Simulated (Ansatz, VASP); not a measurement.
Os: VASP beside Ansatz

```xyz
2
Lattice="2.7341 0.0000 0.0000 -1.3671 2.3678 0.0000 0.0000 0.0000 4.3197" Properties=species:S:1:pos:R:3 pbc="T T T"
Os    1.3671    0.7893    3.2398
Os    0.0000    1.5785    1.0799
```

Alike in both runs: task single point; functional PBE; k mesh 11 × 11 × 6; occupations gaussian, width 0.027 eV; no spin polarisation.

```csv
,VASP,Ansatz
version,VASP 6.6.1,Ansatz 0.2.0
potentials or method,"VASP PAW PBE potentials, release 64 (Os)",Ansatz PAW
plane-wave cutoff (eV),520,420
valence electrons in the cell,16,32
```

```csv
,VASP,Ansatz,Ansatz less VASP
gap on the k mesh at the Fermi level (eV),none,none,-
pressure (GPa),8.7,8.8,+0.02
largest component of the traceless stress (GPa),0.20,0.26,+0.062
```

A gap of «none» marks a metal or a gap that the smearing closes. The functional is the same, so the differences come from potentials, cutoffs and numerics. The two sets of potentials don't hold the same shells in valence.

The runs have no spin-orbit coupling, so splittings on Os are missing.
